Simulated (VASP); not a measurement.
Write the native input for VASP 6.6.1 that does the following.

```yaml
Task: relaxation of cell and atoms
Functional: PBE
Potentials_or_basis: VASP PAW PBE potentials, release 64 (Ti, Pt)
Cutoff: 300 eV
k_mesh: 5 × 5 × 5
Occupations: methfessel-paxton, width 0.1 eV
Spin: no spin polarisation
Further_INCAR_settings: ALGO = Normal; EDIFF = 1e-07; IBRION = 2; EDIFFG = -0.005; NSW = 90; ISIF = 3
```

The structure of TiPt3 lies in POSCAR:

```
TiPt3                                   
1.0
    3.9387962278      0.0000000000      0.0000000000
   -0.0000000000      3.9387962278     -0.0000000000
   -0.0000000000     -0.0000000000      3.9387962278
  Ti              Pt            
     1     3
Direct
     0.0000000000000000    0.0000000000000000    0.0000000000000000
     0.0000000000000000    0.5000000000000000    0.5000000000000000
     0.5000000000000000    0.0000000000000000    0.5000000000000000
     0.5000000000000000    0.5000000000000000    0.0000000000000000
```

One way to write it, as run:

INCAR

```
PREC     = Accurate       # precision mode
ENCUT    = 300            # plane-wave cutoff, eV
EDIFF    = 1E-7           # SCF threshold, eV
ISMEAR   = 1              # smearing method
SIGMA    = 0.1            # smearing width, eV
LREAL    = False          # projectors in reciprocal space
LASPH    = True           # aspherical terms in the spheres
NELM     = 80             # most SCF steps
ALGO     = Normal         # electronic algorithm
ISIF     = 3              # what is computed and relaxed
LWAVE    = False          # write WAVECAR
LCHARG   = False          # write CHGCAR
GGA      = PE             # functional
IBRION   = 2              # ionic algorithm
NSW      = 90             # ionic steps
EDIFFG   = -0.005         # ionic threshold
```

KPOINTS

```
Automatic mesh
0
Gamma
  5 5 5
```

Potentials or basis: VASP PAW PBE potentials, release 64 (Ti, Pt).

Command:

```sh
$ cat potpaw_PBE.64/Ti/POTCAR potpaw_PBE.64/Pt/POTCAR > POTCAR
$ mpirun -np 1 vasp_std > vasp.out
```

Results of the run:

- Relaxed volume: 15.27 Å³/atom
- Relaxed cell: a = 3.938 Å, b = 3.938 Å, c = 3.938 Å, α = 90.00°, β = 90.00°, γ = 90.00°
- Space group after relaxing (to 0.05 Å): Pm-3m (No. 221)
- Energy gained by relaxing: 0.0 meV/atom
- Ionic steps: 3
- Pressure after relaxing: 0.0 GPa
- Band gap on the k mesh: none (metal or under the smearing width)

Run time: 21 s on 1 thread of Intel(R) Xeon(R) 6975P-C (Granite Rapids), on a shared host, peak memory 0.13 GiB.
